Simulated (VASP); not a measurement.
# BaS (Fm-3m) in VASP: further runs

The runs below take BaS through single point, relaxation of cell and atoms, with PBEsol, RPBE.

All numbers are computed with VASP 6.6.1; they aren't measurements. Logs are shortened: lines on timing, memory, paths and dates and some standing lists are left out, and cuts for length are marked.

**The experiment to reproduce.**

A printed reference work, monograph, original work of 1988 reports, for a bulk crystal of BaS at 2 K: band gap 3.806 eV (indirect).

The runs below are set against these values where they give the same quantity.

## (1) The crystal as given

The structure is cubic, space group Fm-3m (No. 225). The conventional cell has a = 6.451 Å, b = 6.451 Å, c = 6.451 Å, α = 90.00°, β = 90.00°, γ = 90.00°. Ba (site symmetry m-3m) has 6 S at 3.23 Å as nearest neighbours. S (site symmetry m-3m) has 6 Ba at 3.23 Å as nearest neighbours.

The cell is a database's computed one.

## (2) Single point, PBEsol

INCAR reads:

```
PREC = Accurate
ENCUT = 520
EDIFF = 1E-7
ISMEAR = 0
SIGMA = 0.02
LREAL = F
LASPH = T
NELM = 80
ALGO = Normal
ISIF = 2
LWAVE = F
LCHARG = T
GGA = PS
LELF = T
LVHAR = T
```

KPOINTS reads:

```
Automatic mesh
0
Gamma
  8 8 8
```

POSCAR reads:

```
BaS
1.0
    0.0000000000      3.2256756200      3.2256756200
    3.2256756200      0.0000000000      3.2256756200
    3.2256756200      3.2256756200      0.0000000000
Ba S
1 1
Direct
    0.0000000000      0.0000000000      0.0000000000
    0.5000000000      0.5000000000      0.5000000000
```

Potentials or basis: VASP PAW PBE potentials, release 64 (Ba_sv, S).

Command:

```console
$ cat potpaw_PBE.64/Ba_sv/POTCAR potpaw_PBE.64/S/POTCAR > POTCAR
$ mpirun -np 1 vasp_std > vasp.out
```

OUTCAR:

```text
PREC = Accurate
   ENCUT = 520
   EDIFF = 1E-7
   ISMEAR = 0
   LREAL = F
   LASPH = T
   NELM = 80
   ISIF = 2
   GGA = PS

 ion  position               nearest neighbor table
   1  0.000  0.000  0.000-   2 3.23   2 3.23   2 3.23   2 3.23   2 3.23   2 3.23
   2  0.500  0.500  0.500-   1 3.23   1 3.23   1 3.23   1 3.23   1 3.23   1 3.23

  LATTYP: Found a face centered cubic cell.
 ALAT       =     6.4513512400

  Lattice vectors:

 A1 = (   0.0000000000,   3.2256756200,   3.2256756200)
 A2 = (   3.2256756200,   0.0000000000,   3.2256756200)
 A3 = (   3.2256756200,   3.2256756200,   0.0000000000)

Analysis of symmetry for initial positions (statically):
=====================================================================
 Subroutine PRICEL returns:
 Original cell was already a primitive cell.

 Routine SETGRP: Setting up the symmetry group for a
 face centered cubic supercell.

 Subroutine GETGRP returns: Found 48 space group operations
 (whereof 48 operations were pure point group operations)
 out of a pool of 48 trial point group operations.

The static configuration has the point symmetry O_h .

Analysis of symmetry for dynamics (positions and initial velocities):
=====================================================================
 Subroutine PRICEL returns:
 Original cell was already a primitive cell.

 Routine SETGRP: Setting up the symmetry group for a
 face centered cubic supercell.

 Subroutine GETGRP returns: Found 48 space group operations
 (whereof 48 operations were pure point group operations)
 out of a pool of 48 trial point group operations.

The dynamic configuration has the point symmetry O_h .

 Subroutine INISYM returns: Found 48 space group operations
 (whereof 48 operations are pure point group operations),
 and found     1 'primitive' translations

----------------------------------------------------------------------------------------

                                     Primitive cell

  volume of cell :      67.1262

  direct lattice vectors                    reciprocal lattice vectors
     0.000000000  3.225675620  3.225675620    -0.155006287  0.155006287  0.155006287
     3.225675620  0.000000000  3.225675620     0.155006287 -0.155006287  0.155006287
     3.225675620  3.225675620  0.000000000     0.155006287  0.155006287 -0.155006287

  length of vectors
     4.561794210  4.561794210  4.561794210     0.268478764  0.268478764  0.268478764

  position of ions in fractional coordinates (direct lattice)
     0.000000000  0.000000000  0.000000000
     0.500000000  0.500000000  0.500000000

  ion indices of the primitive-cell ions
   primitive index   ion index
                 1           1
                 2           2

----------------------------------------------------------------------------------------

 KPOINTS: Automatic mesh

Automatic generation of k-mesh.
 Grid dimensions read from file:
 generate k-points for:    8    8    8

 Generating k-lattice:

  Cartesian coordinates                     Fractional coordinates (reciprocal lattice)
    -0.019375786  0.019375786  0.019375786     0.125000000  0.000000000  0.000000000
     0.019375786 -0.019375786  0.019375786     0.000000000  0.125000000  0.000000000
     0.019375786  0.019375786 -0.019375786     0.000000000  0.000000000  0.125000000

  Length of vectors
     0.033559846  0.033559846  0.033559846

  Shift w.r.t. Gamma in fractional coordinates (k-lattice)
     0.000000000  0.000000000  0.000000000

 Subroutine IBZKPT returns following result:
 ===========================================

 Found     29 irreducible k-points:

 Following reciprocal coordinates:
            Coordinates               Weight
  0.000000  0.000000  0.000000      1.000000
  0.125000  0.000000  0.000000      8.000000
  0.250000  0.000000  0.000000      8.000000
  0.375000  0.000000  0.000000      8.000000
  0.500000  0.000000  0.000000      4.000000
  0.125000  0.125000  0.000000      6.000000
[... 16 lines left out ...]
  0.500000  0.250000  0.125000     48.000000
 -0.375000  0.250000  0.125000     24.000000
 [... further k-points ...]
   k-points           NKPTS =     29   k-points in BZ     NKDIM =     29   number of bands    NBANDS=     12
   number of dos      NEDOS =    301   number of ions     NIONS =      2
   total plane-waves  NPLWV =  46656
   dimension x,y,z NGX =    36 NGY =   36 NGZ =   36
   dimension x,y,z NGXF=    72 NGYF=   72 NGZF=   72
   ions per type =               1   1
   NGX,Y,Z   is equivalent  to a cutoff of  13.12, 13.12, 13.12 a.u.
   NGXF,Y,Z  is equivalent  to a cutoff of  26.24, 26.24, 26.24 a.u.
 SYSTEM =  unknown system
   PREC   = accura    normal or accurate (medium, high low for compatibility)
   ISTART =      0    job   : 0-new  1-cont  2-samecut
   ICHARG =      2    charge: 1-file 2-atom 10-const
   ISPIN  =      1    spin polarized calculation?
   LNONCOLLINEAR =      F non collinear calculations
   LSORBIT =      F    spin-orbit coupling
   LASPH  =      T    aspherical Exc in radial PAW
   ENCUT  =  520.0 eV  38.22 Ry    6.18 a.u.   8.48  8.48  8.48*2*pi/ulx,y,z
   NELM   =     80;   NELMIN=  2; NELMDL= -5     # of ELM steps
   EDIFF  = 0.1E-06   stopping-criterion for ELM
   LREAL  =      F    real-space projection
   EDIFFG = 0.1E-05   stopping-criterion for IOM
   NSW    =      0    number of steps for IOM
   IBRION =     -1    ionic relax: 0-MD 1-quasi-New 2-CG
   NFREE  =      0    steps in history (QN), initial steepest desc. (CG)
   ISIF   =      2    stress and relaxation
   ISYM   =      2    0-nonsym 1-usesym 2-fastsym
   POTIM  = 0.5000    time-step for ionic-motion
   TEBEG  =    0.0;   TEEND  =   0.0 temperature during run
   PSTRESS=    0.0 pullay stress
   NELECT =      16.0000    total number of electrons
   NUPDOWN=      -1.0000    fix difference up-down
   EMIN   =  10.00;   EMAX   =-10.00  energy-range for DOS
   EFERMI =   0.00;   METHOD = LEGACY
   ISMEAR =     0;   SIGMA  =   0.02  broadening in eV -4-tet -1-fermi 0-gaus
   EFERMI_NEDOS =   21; number of points for ismear=-14 and -15
   IALGO  =     38    algorithm
   IMIX   =      4    mixing-type and parameters
     AMIX     =   0.40;   BMIX     =  1.00
     AMIX_MAG =   1.60;   BMIX_MAG =  1.00
  volume/ion in A,a.u.               =      33.56       226.49
  Fermi-wavevector in a.u.,A,eV,Ry     =   1.015042  1.918152 14.018230  1.030311
  Thomas-Fermi vector in A             =   2.148305
   LORBIT       =      0    0 simple, 1 ext, 2 COOP (PROOUT), +10 PAW based schemes
   GGA     = PS    functional components
   LHFCALC =     F    Hartree Fock is set to
   AEXX    =    0.0000 exact exchange contribution
   IVDW    =     0    specifies the selected vdW correction
   LEPSILON=     F    determine dielectric tensor
   LRPA    =     F    only Hartree local field effects (RPA)
 non-spin polarized calculation
 Gauss-broadening in eV      SIGMA  =   0.02
  energy-cutoff  :      520.00
  volume of cell :       67.13
 maximum number of plane-waves:      1832
 NGX is ok and might be reduce to    36
   NGX = 17   NGY = 17   NGZ = 17

 number of electron      16.0000001 magnetization

 Free energy of the ion-electron system (eV)
  ---------------------------------------------------
  ext. energy  EPLUGINS =         0.00000000
  ---------------------------------------------------
  free energy    TOTEN  =       -10.70409621 eV

  energy without entropy =      -10.70409621  energy(sigma->0) =      -10.70409621

 E-fermi :   1.3057     XC(G=0):  -8.6989

 val. band max:        1.1898583161   @ k =   0.0000   0.0000   0.0000
 cond. band min:       3.2236202874   @ k =   0.5000   0.5000   0.0000
 fundamental gap:      2.0337619713
 Fermi energy:         1.3057221533

 k-point     1 :       0.0000    0.0000    0.0000
  band No.  band energies     occupation
      1     -24.9399      2.00000
      2      -9.9846      2.00000
      3      -9.9846      2.00000
      4      -9.9846      2.00000
      5      -9.1170      2.00000
      6       1.1899      2.00000
      7       1.1899      2.00000
      8       1.1899      2.00000
      9       4.4582      0.00000
     10       4.9715      0.00000
     11       4.9715      0.00000
     12       4.9715      0.00000

 k-point     2 :       0.1250    0.0000    0.0000
  band No.  band energies     occupation
      1     -24.9341      2.00000
      2     -10.2470      2.00000
      3      -9.9900      2.00000
      4      -9.9900      2.00000
      5      -8.8410      2.00000
      6       0.7728      2.00000
      7       0.9872      2.00000
      8       0.9872      2.00000
      9       4.8897      0.00000
     10       5.1379      0.00000
     11       5.1995      0.00000
     12       5.1995      0.00000

 k-point     3 :       0.2500    0.0000    0.0000
  band No.  band energies     occupation
      1     -24.9203      2.00000
      2     -10.6407      2.00000
      3     -10.0031      2.00000
      4     -10.0031      2.00000
      5      -8.4128      2.00000
      6       0.0355      2.00000
      7       0.5852      2.00000
      8       0.5852      2.00000
      9       5.1540      0.00000
     10       5.8359      0.00000
     11       5.8359      0.00000
     12       6.2595      0.00000
[... 286 lines left out ...]
 k-point    23 :       0.5000    0.2500    0.1250
  band No.  band energies     occupation
      1     -24.8992      2.00000
      2     -10.7798      2.00000
      3     -10.1548      2.00000
      4     -10.0598      2.00000
      5      -8.2950      2.00000
      6      -0.2655      2.00000
      7       0.2980      2.00000
      8       0.6423      2.00000
      9       4.9501      0.00000
     10       6.5725      0.00000
     11       7.1837      0.00000
     12       7.3347      0.00000

 k-point    24 :      -0.3750    0.2500    0.1250
  band No.  band energies     occupation
      1     -24.8946      2.00000
      2     -10.8264      2.00000
      3     -10.1641      2.00000
      4     -10.0816      2.00000
      5      -8.2551      2.00000
      6      -0.2922      2.00000
      7       0.3422      2.00000
      8       0.4059      2.00000
      9       5.7280      0.00000
     10       5.9171      0.00000
     11       7.6810      0.00000
     12       7.8427      0.00000

 [... further k-points ...]

------------------------ aborting loop because EDIFF is reached ----------------------------------------

  FORCE on cell =-STRESS in cart. coord.  units (eV):
  Direction    XX          YY          ZZ          XY          YZ          ZX
  --------------------------------------------------------------------------------------
  -------------------------------------------------------------------------------------
  Total       -0.7314811     -0.7314811     -0.7314811      0.0000000      0.0000000     -0.0000000
  in kB      -17.4590903    -17.4590903    -17.4590903      0.0000000      0.0000000     -0.0000000
  external PRESSURE =     -17.4590903 kB  Pullay stress =       0.0000000 kB

 VOLUME and BASIS-vectors are now :
 -----------------------------------------------------------------------------
  energy-cutoff  :      520.00
  volume of cell :       67.13
      direct lattice vectors                 reciprocal lattice vectors
     0.000000000  3.225675620  3.225675620    -0.155006287  0.155006287  0.155006287
     3.225675620  0.000000000  3.225675620     0.155006287 -0.155006287  0.155006287
     3.225675620  3.225675620  0.000000000     0.155006287  0.155006287 -0.155006287

 POSITION                                       TOTAL-FORCE (eV/Angst)
 -----------------------------------------------------------------------------------
      0.00000      0.00000      0.00000         0.000000      0.000000      0.000000
      3.22568      3.22568      3.22568        -0.000000     -0.000000     -0.000000
 -----------------------------------------------------------------------------------
    total drift:                                0.000000      0.000000      0.000000

  FREE ENERGIE OF THE ION-ELECTRON SYSTEM (eV)
  ---------------------------------------------------
  free  energy   TOTEN  =       -10.7040962120 eV

  energy  without entropy=      -10.7040962120  energy(sigma->0) =      -10.70409621
```

Run time: 18 s. Hardware: 1 thread of AMD EPYC 9R45 (Zen 5), shared host; peak memory 0.18 GiB.

Results:

```
Free energy            : -10.7041 eV
Pressure               : -1.7 GPa
Band gap on the k mesh : 2.03 eV, indirect (least direct gap 2.19 eV)
```

Levels at points of the mesh, in eV from the valence-band top:
| k point | band 6 | band 7 | band 8 | band 9 | band 10 | band 11 |
| --- | --- | --- | --- | --- | --- | --- |
| (0.00, 0.00, 0.00) | 0.00 | 0.00 | 0.00 | 3.27 | 3.78 | 3.78 |
| (0.50, 0.00, 0.00) | -1.93 | -1.05 | -1.05 | 5.37 | 5.43 | 6.15 |
| (0.50, 0.50, 0.00) | -0.57 | -0.16 | -0.16 | 2.03 | 5.75 | 5.83 |

Caveat: the PAW data sets were made with another functional, which shifts forces and pressure a little; spin-orbit coupling is left out, which moves the levels of the heavy elements.

## (3) Relaxation of cell and atoms, PBEsol

INCAR reads:

```
PREC = Accurate
ENCUT = 580
EDIFF = 1E-7
ISMEAR = 0
SIGMA = 0.02
LREAL = False
LASPH = True
NELM = 80
ALGO = Normal
ISIF = 3
LWAVE = False
LCHARG = False
GGA = PS
IBRION = 2
NSW = 90
EDIFFG = -0.005
```

KPOINTS reads:

```
regular mesh
0
Gamma
  8 8 8
```

POSCAR is that of step 2.

Potentials or basis: VASP PAW PBE potentials, release 64 (Ba_sv, S).

Command:

```console
$ cat potpaw_PBE.64/Ba_sv/POTCAR potpaw_PBE.64/S/POTCAR > POTCAR
$ mpirun -np 1 vasp_std > vasp.out
```

It took 36 s on 1 thread of AMD EPYC 9R45 (Zen 5), shared host; peak memory 0.19 GiB.

The run converged. Its results:

| Quantity | Value |
| --- | --- |
| Free energy | -10.7196 eV |
| Relaxed volume | 32.20 Å³/atom |
| Relaxed cell | a = 4.499 Å, b = 4.499 Å, c = 4.499 Å, α = 60.00°, β = 60.00°, γ = 60.00° |
| Space group after relaxing (to 0.05 Å) | Fm-3m (No. 225) |
| Energy gained by relaxing | 7.7 meV/atom |
| Ionic steps | 3 |
| Pressure after relaxing | 0.0 GPa |
| Band gap on the k mesh | 1.96 eV, indirect (least direct gap 2.09 eV) |

Step by step:
| step | energy change (eV) | largest force (eV/Å) | pressure (GPa) | volume (Å³) |
| --- | --- | --- | --- | --- |
| 1 | 0.0000 | 0.0000 | -1.74 | 67.13 |
| 2 | -0.0141 | 0.0000 | 0.55 | 63.65 |
| 3 | -0.0154 | 0.0000 | 0.00 | 64.40 |

Final structure:
```xyz
2
Lattice="0.0000 3.1813 3.1813 3.1813 0.0000 3.1813 3.1813 3.1813 0.0000" Properties=species:S:1:pos:R:3 pbc="T T T"
Ba    0.0000    0.0000    0.0000
S     3.1813    3.1813    3.1813
```

Levels at points of the mesh, in eV from the valence-band top:
| k point | band 6 | band 7 | band 8 | band 9 | band 10 | band 11 |
| --- | --- | --- | --- | --- | --- | --- |
| (0.00, 0.00, 0.00) | 0.00 | 0.00 | 0.00 | 3.46 | 3.78 | 3.78 |
| (0.50, 0.00, 0.00) | -2.02 | -1.13 | -1.13 | 5.51 | 5.56 | 6.31 |
| (0.50, 0.50, 0.00) | -0.53 | -0.13 | -0.13 | 1.96 | 5.93 | 5.99 |

Caveat: the PAW data sets were made with another functional, which shifts forces and pressure a little; spin-orbit coupling is left out, which moves the levels of the heavy elements. A k mesh can miss the band edges.

(Part 1 of 2 ends here.)
